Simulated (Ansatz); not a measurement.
**Ta2O5 (Pmmm): a many-body input that goes wrong, and its mend**

A first try at the G0W0 gap of Ta2O5 (Pmmm), what the program said, and an input that works.

Program: Ansatz 0.2.0. Level of theory: G0W0 on PBE, plane waves, PAW. Results are calculated unless marked as measured.

## Step 1: The structure

The structure is orthorhombic, space group Pmmm (No. 47). Conventional cell: a = 3.677 Å, b = 3.897 Å, c = 6.217 Å, α = 90.00°, β = 90.00°, γ = 90.00°. Ta has 6 O at 1.95 to 2.16 Å nearest. Nearest to Ta lie 6 O at 1.84 to 1.98 Å. Nearest to O lie 3 Ta at 1.98 to 2.16 Å. Nearest to O lie 2 Ta at 1.95 Å. Nearest to O lie 2 Ta at 1.84 Å. Nearest to O lie 2 Ta at 1.95 Å. Farther neighbours and most contacts between anions are not listed.

The cell and positions come from the Crystallography Open Database and are kept as given unless a step says otherwise. Spin-orbit coupling is left out unless a step names it. The default PAW set here is soft_2. Its files were made with PBE.

## Step 2: First try

Input file input.yaml:

```yaml
crystal:
  lattice:
    - [3.677, 0.0, 0.0]
    - [0.0, 3.897, 0.0]
    - [0.0, 0.0, 6.217]
  atoms:
    - { symbol: Ta, position: [0.5, 0.0, 0.5] }
    - { symbol: Ta, position: [0.0, 0.0, 0.0] }
    - { symbol: O, position: [0.0, 0.0, 0.319] }
    - { symbol: O, position: [0.0, 0.0, 0.681] }
    - { symbol: O, position: [0.5, 0.5, 0.5] }
    - { symbol: O, position: [0.5, 0.0, 0.0] }
    - { symbol: O, position: [0.0, 0.5, 0.0] }
kpoints:
  mp_grid: { grid: [4, 4, 2] }
hamiltonian:
  xc: pbe
scf:
  occupations: { method: fermi_dirac, width: 1.0 }
gw:
  n_empty_bands: 94
  ecut_chi: 60
  qp_bands: [v2, c2]
  qp_kpoints: band_edges
  screening: { model: contour_deformation }
```

The run is started by

```
$ ansatz run input.yaml --threads 3 --pin off --max-ram 64512MiB --backend cuda --events-out ev --progress --plain --runs-dir out --devices 1 --max-vram 24GiB  # rebuilt from the run's record
```

Numbers of over 12 decimals in the logs are rounded to 6 here.

Log:

```text
band count auto-derived: 49 (N_el = 56.0; filled up to band 28; 35 by the electrons, moments and atoms)
GPUs: using 1 of 1 available (devices: 1).
Engine: ansatz 0.2.0, x86_64-unknown-linux-gnu
Pseudopotentials: kind: paw
Pseudopotential: Ta, paw, valence charge 13, recommended cutoff 420 eV (normal), Ta.paw.azcp
Pseudopotential: O, paw, valence charge 6, recommended cutoff 420 eV (normal), O.paw.azcp
Functional definition: PBE
  parameter kappa = 0.804
  parameter beta = 0.066725
  exchange = pbe_x(kappa = kappa, mu = beta*pi^2/3)
  correlation = pbe_c(beta = beta)
device memory: the entry about to start is reckoned to put 1.6 GiB on a device that reports 71.4 GiB free (of which the cap on the GPU budget leaves the run 24.0 GiB)
GPU FFT provider: cuFFT
GPU libraries: cuBLAS 13.8.2, cuFFT 12.4.0, cuSOLVER 12.3.4
Crystal: 7 atoms, lattice volume = 89.085 Å³
Basis set: ecut = 420 eV, 1749 PW (Γ)
Bands: 49, of which v1, the nominal top of the filled ones, is band 28 counted from 1 (27 counted from 0)
Symmetry: 8 space group operations
Space group: Pmmm (ITA 47), of the structure as read, at distance tolerance 4.5e-5 Å
k-points: 18 of 32
Non-local potential: Ta, projectors of the file, l = 0: 3, l = 1: 2, l = 2: 2, l = 3: 1
Non-local potential: O, projectors of the file, l = 0: 2, l = 1: 2, l = 2: 1
PAW form: soft (Blöchl's): semilocal exchange-correlation on the pseudo side does not see the compensation charge
PAW one-centre angular grid: Ta, 590 points (default); XC on 64 Gauss nodes
PAW one-centre angular grid: O, 110 points (default); XC on 64 Gauss nodes
Initial density: superposition of atomic densities (neutral atoms: chi_scale 0, normalization atom), corrected by the library's trained network
Initial wavefunctions: pseudopotential atomic-orbital guess
GPU buffer pool allocated for 30375 grid points (all kernels)
GPU transforms: local potential and band sums: pruned to the plane-wave sphere, on 25×27×45
Functional: x = pbe(κ = 0.804, μ = 0.219515), c = pbe(β = 0.066725)
SCF iter   1: F=—  HF=-22709.889158 eV  |F-HF|=—  |Δ(HF+E_count)|=         —  Δρ=5.18e-2  dr2=5.55e0  ethr=1.77e-3  ⟨swp⟩=6.2  Hψ=3626  notcnv=0
preconditioner: auto → LDOS  [metal: Δε(μ)=0.537 eV  Ē_g=16.734 eV  σ=1.000 eV  W_gap=0.13  n_scr=20 (ndim 8)  ℏωp=24.9 eV  f_vac=0.093  D(μ)=2.24/eV (n_scr^D=16)  β→1.0]
SCF iter   2: F=—  HF=-22709.229799 eV  |F-HF|=—  |Δ(HF+E_count)|=   6.59e-1  Δρ=1.41e-2  dr2=2.07e-1  ethr=1.77e-3  ⟨swp⟩=1.9  Hψ=1248  notcnv=0
SCF iter   3: F=—  HF=-22709.231647 eV  |F-HF|=—  |Δ(HF+E_count)|=   1.85e-3  Δρ=1.35e-2  dr2=1.37e-1  ethr=3.70e-4  ⟨swp⟩=2.0  Hψ=1267  notcnv=0
SCF iter   4: F=—  HF=-22709.202647 eV  |F-HF|=—  |Δ(HF+E_count)|=   2.90e-2  Δρ=1.05e-3  dr2=2.01e-3  ethr=2.44e-4  ⟨swp⟩=1.9  Hψ=1103  notcnv=0
SCF iter   5: F=—  HF=-22709.202638 eV  |F-HF|=—  |Δ(HF+E_count)|=   9.17e-6  Δρ=1.40e-4  dr2=1.46e-5  ethr=3.60e-6  ⟨swp⟩=1.9  Hψ=1082  notcnv=0
SCF iter   6: F=—  HF=-22709.202650 eV  |F-HF|=—  |Δ(HF+E_count)|=   1.13e-5  Δρ=4.79e-5  dr2=2.02e-6  ethr=2.61e-8  ⟨swp⟩=2.0  Hψ=1383  notcnv=0
SCF iter   7: F=—  HF=-22709.202650 eV  |F-HF|=—  |Δ(HF+E_count)|=   1.99e-7  Δρ=1.07e-5  dr2=2.20e-7  ethr=3.61e-9  ⟨swp⟩=2.1  Hψ=1144  notcnv=0
SCF iter   8: F=-22709.202650 eV  HF=-22709.202650 eV  |F-HF|=7.68e-9  |Δ(HF+E_count)|=   2.77e-8  Δρ=3.16e-6  dr2=1.24e-8  ethr=1.79e-10  ⟨swp⟩=4.4  Hψ=2296  notcnv=0
SCF 1 converged in 8 iterations: F = -22709.202650 eV  dr2 = 1.24e-8
[...]
device memory: the entry about to start is reckoned to put 2.0 GiB on a device that reports 67.8 GiB free (of which the cap on the GPU budget leaves the run 24.0 GiB)
NSCF: frozen V_eff on 18 k-points
[...]
device memory: the entry about to start is reckoned to put 2.9 GiB on a device that reports 64.8 GiB free (of which the cap on the GPU budget leaves the run 24.0 GiB)
NSCF: frozen V_eff on 18 k-points
SCF converged after 8 iterations
Free energy (F): -22709.202650 eV
Harris-Foulkes:  -22709.202650 eV  (|F-HF|=7.68e-9)
Internal energy: -22702.802429 eV  (E = F + TS)
E sigma→0 (E₀):  -22706.002539 eV
Entropy (-TS):   -6.400221 eV (-914.317 meV/atom)
Fermi energy:    9.711591 eV
--- Per-component energies (eV) ---
  E_band       = -466.466843
  E_kinetic    = 1609.492393
  E_local      = -3746.819725  (includes V_loc(G=0)·N_el)
  E_nonlocal   = 270.909202
  E_hartree    = 1340.429191
  E_xc         = -803.030601
  E_vxc        = -874.819244  (∫ρ·V_xc dr)
  E_paw        = -17585.326074  (= ΣΔE_a)
  E_vpaw       = -406.099974  (= ΣTr[D̂ρ^β])
  E_aug_tail   = 0.012573  (compensation charges beyond the density's cutoff)
  E_ewald      = -3788.469389
  E_smearing   = -6.400221  (= −TS)
  E_closure    = 0.000000  (closes the sum)
  Σ components = -22709.202650   (vs F -22709.202650, Δ=0.00e0)
--- Band table (eV; the first three rows and the last of 18) ---
  k-point 0: bands = [... 24 lower, 7.1445, 7.4834, 7.6634, 7.9866, 10.5184, 10.9239, 11.2863, 11.3512, ... 17 higher]
  k-point 1: bands = [... 24 lower, 7.0288, 7.0378, 7.4447, 7.6506, 11.0334, 11.2301, 11.3716, 11.6121, ... 17 higher]
  k-point 2: bands = [... 24 lower, 6.4189, 7.1839, 7.6170, 7.9124, 10.6765, 11.5208, 12.4159, 12.6051, ... 17 higher]
  k-point 17: bands = [... 24 lower, 5.6787, 6.6196, 8.0465, 8.2979, 11.1908, 13.4630, 13.5375, 13.8996, ... 17 higher]
```

The job ended after 3.4 s (1 × NVIDIA H100 80GB HBM3 (shared by 3 runs) with 3 threads of AMD EPYC 7R13 (Zen 3), shared host; peak memory 1 GiB).

In the SCF lines HF is the Harris–Foulkes energy and dr2 the Hartree energy of the density residual, in eV; the loop may stop once dr2 is under the threshold and the program's other checks hold. Hψ counts applications of the Hamiltonian.

Q: What is the fault?

The self-consistent loop converged; the step after it was not made.

The fault: smeared occupations of electronvolts. A wide smearing fills conduction states and empties valence ones, so the start is no longer the insulator.

## Step 3: A better input

Now the one-shot GW correction: screening in the RPA, then the self-energy of the levels asked for.

input.yaml, as its differences from that of step 2:

```diff
@@ -14,3 +14,3 @@
 kpoints:
-  mp_grid: { grid: [4, 4, 2] }
+  mp_grid: { grid: [4, 4, 4] }
 hamiltonian:
@@ -18,3 +18,3 @@
 scf:
-  occupations: { method: fermi_dirac, width: 1.0 }
+  occupations: { method: fixed }
 gw:
```

Log:

```text
GPUs: using 1 of 1 available (devices: 1).
[...]
GPU FFT provider: cuFFT
GPU libraries: cuBLAS 13.8.2, cuFFT 12.4.0, cuSOLVER 12.3.4
Crystal: 7 atoms, lattice volume = 89.085 Å³
Basis set: ecut = 420 eV, 1749 PW (Γ)
Bands: 35, of which v1, the nominal top of the filled ones, is band 28 counted from 1 (27 counted from 0)
[... 1 set-up line as in the run before ...]
[...]
k-points: 27 of 64
[...]
GPU buffer pool allocated for 30375 grid points (all kernels)
[...]
SCF iter   1: F=—  HF=-22706.716615 eV  |F-HF|=—  |Δ(HF+E_count)|=         —  Δρ=8.38e-3  dr2=7.73e-2  ethr=1.77e-3  ⟨swp⟩=4.6  Hψ=3578  notcnv=0  defer=124
[...]
SCF iter   9: F=-22706.700552 eV  HF=-22706.700552 eV  |F-HF|=1.69e-8  |Δ(HF+E_count)|=   2.07e-7  Δρ=3.67e-6  dr2=1.42e-8  ethr=1.79e-10  ⟨swp⟩=8.7  Hψ=2802  notcnv=0
SCF 1 converged in 9 iterations: F = -22706.700552 eV  dr2 = 1.42e-8
[...]
0    27      8.4412   -27.8673     5.1433   -22.6407  0.7274     8.3576     8.3580  root
     0    28      8.6319   -26.2729     5.2037   -20.9385  0.7033     8.5002     8.5012  root
     0    29      9.6019   -11.3188    -4.9440   -16.9943  0.7534    10.3388    10.3334  root
     0    30     10.0209   -13.4450    -4.4861   -18.8506  0.7652    10.9510    10.9402  root
     3    27      7.8384   -27.0181     4.9727   -22.0787  0.7270     7.8715     7.8716  root
     3    28      8.2610   -25.3774     4.8744   -20.4372  0.7051     8.1949     8.1952  root
     3    29      9.7441   -11.3356    -5.0301   -17.1070  0.7485    10.4917    10.4853  root
     3    30     11.4893   -13.4474    -4.6640   -19.1851  0.7774    12.5733    12.5629  root
[...]
26    27      8.3409   -25.9969     5.0845   -20.8945  0.7074     8.3230     8.3230  root
    26    28      9.2693   -26.5051     5.2067   -21.2532  0.7122     9.2239     9.2241  root
    26    29     10.1590   -12.8318    -5.4564   -19.1649  0.7248    11.0511    11.0356  root
    26    30     12.4002   -15.9862    -4.7672   -21.8876  0.7481    13.5567    13.5343  root
[key lines of the parts left out:]
SCF converged after 9 iterations
Free energy (F): -22706.700552 eV
Fermi energy:    9.269256 eV
```

Wall time 7.3 s (1 × NVIDIA H100 80GB HBM3 (shared by 3 runs) with 3 threads); peak memory 1.2 GiB; 11 s of CPU time.

This step gave:

```yaml
bands_summed: 122
rpa_eps_infinity_on_this_mesh_eigenvalues: 5.605, 6.919, 9.862
plane_waves_in_the_screening_matrix: 103
q_points_in_the_mesh: 64
g0w0_gap_on_the_mesh: 1.054 eV
k_of_the_valence_top: -0.5, -0.5, -0.5
k_of_the_conduction_bottom: -0.5, 0, 0
starting_gap_on_the_mesh: 0.1898 eV
z_at_the_valence_top: 0.7122
z_at_the_conduction_bottom: 0.7619
least_direct_g0w0_gap_on_the_computed_points: 1.244 eV
```

The gap on the mesh goes from 0.19 eV to 1.05 eV, a correction of +0.86 eV. Between the two edge states, bare exchange in place of the xc potential would open the gap by 10.45 eV, and correlation takes back 9.59 eV.

## Step 4: Summary of results

| Item | Value |
| --- | --- |
| first try | the many-body step was refused after 3.4 s |
| better run | G0W0 gap on the mesh 1.05 eV (4×4×4 mesh, 94 empty bands, screening to 60 eV) |

In words: The second run differs in: mesh and smearing (eV). Bands and cutoff are finite, so the gap is not at the basis limit. The miss can reach some tenths of an eV and take either sign; the mesh is an error of its own. The 4×4×4 mesh is coarse for this cell (its supercell is 15 Å along the shortest edge). The RPA ε∞ on it, from the PBE start, is 5.60, 6.92 and 9.86; such meshes misread the long-range screening, most where the gap is narrow. The many-body steps are scalar-relativistic: spin-orbit coupling is not in them.

[Paths, hosts, dates, memory and timing lines, banners, echoed tables and standing remarks are left out of the program output.]

[Logs are printed without paths, hosts, clocks, repeated set-up lines and the standing remarks that a program may print on its own settings, such as how far it seeks lower states.]

[Runs of the session that timed out or met a known fault of the program may be left out.]

[Cells called generated may have been cut or substituted from an entry of the Crystallography Open Database or the Materials Project.]

[Hosts, paths, dates, database ids (printed as entryN), source tags and the programs' standing remarks are cut or masked in the printed files.]
